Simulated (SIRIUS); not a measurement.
# SnTe under changes of volume

One of the cells (48.033 Å³/atom); the others are scaled copies at fixed shape and fractional positions:

```
CELL_PARAMETERS angstrom
0.00000 3.63506 3.63506
3.63506 0.00000 3.63506
3.63506 3.63506 0.00000
ATOMIC_POSITIONS crystal
Te 0.25000 0.25000 0.25000
Sn 0.00000 0.00000 0.00000
```

Measurements of this composition are mostly on another form, of space group No. 225.

- Program: SIRIUS 7.12.0
- Functional: PBE
- Potentials or basis: all-electron FP-LAPW
- Cutoff: 149 eV
- Basis: apw+lo standard
- k mesh: 7 × 7 × 7
- Occupations: fermi-dirac, width 0.05 eV
- Spin: no spin polarisation

```csv
volume (Å³/atom),energy over the lowest point (meV/atom),gap on the mesh (eV)
44.265,?,?
45.207,4.29,0.24
46.149,0.00,0.29
48.033,0.73,0.38
48.974,4.83,0.42
49.916,11.69,0.46
```

**Question.** What does the run at 44.265 Å³/atom give?

**Answer.** Energy over the lowest point 12.21 meV/atom; gap on the mesh 0.18 eV.

Worked out: A Birch-Murnaghan fit of order 3 (a polynomial in V^(-2/3)) to the other rows has its minimum at 46.98 Å³/atom with B0 = V·E''(V) = 24 GPa and B' = 3.2. It gives 11.87 meV/atom at 44.265 Å³/atom, against the run's 12.21. A straight line through the other rows of the gap, of slope 2.22 eV per unit of ln V, extrapolates to 0.20 eV, against the run's 0.18.

Energies are extrapolated to zero smearing.

Caveats: spin-orbit coupling is left out, which moves the levels of the heavy elements; an odd mesh through Γ misses points on the zone boundary, where band edges often lie.
